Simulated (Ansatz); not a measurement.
# Be: distorted cells

Computed with Ansatz 0.2.0, DFT PBEsol, scalar-relativistic, plane waves, PAW.

Settings: cutoff 420 eV, Γ-centred mesh 20×20×20 on the computed 1-atom cell, Gaussian smearing of 0.10 eV; no spin polarisation.

Reference cell:

```
CELL_PARAMETERS angstrom
-1.25312 1.25312 1.25312
1.25312 -1.25312 1.25312
1.25312 1.25312 -1.25312
ATOMIC_POSITIONS crystal
Be 0.00000 0.00000 0.00000
```

Each variant moves atoms of this cell by the vectors given, if any (Å), and then applies a symmetric strain (tensor components, Cartesian axes). The reference cell isn't relaxed at this level. Energies are per atom at zero smearing, counted from the lowest variant. Pressure is positive in compression.

1. strain (xx yy zz yz xz xy, %) -0.41 -4.03 -1.65 0.31 0.70 -0.42
2. strain (xx yy zz yz xz xy, %) 2.85 2.85 2.85 0.00 0.00 0.00
3. strain (xx yy zz yz xz xy, %) 0.73 0.73 6.73 0.00 0.00 0.00

Question: Order the variants by energy, lowest first.

Answer: 1 (0.0 meV/atom), 2 (18.7 meV/atom), 3 (20.2 meV/atom).

Question: Order them by pressure, highest first.

Answer: 1 (6.31 GPa), 3 (-9.99 GPa), 2 (-10.67 GPa).

This bcc form isn't the element's structure at ambient conditions.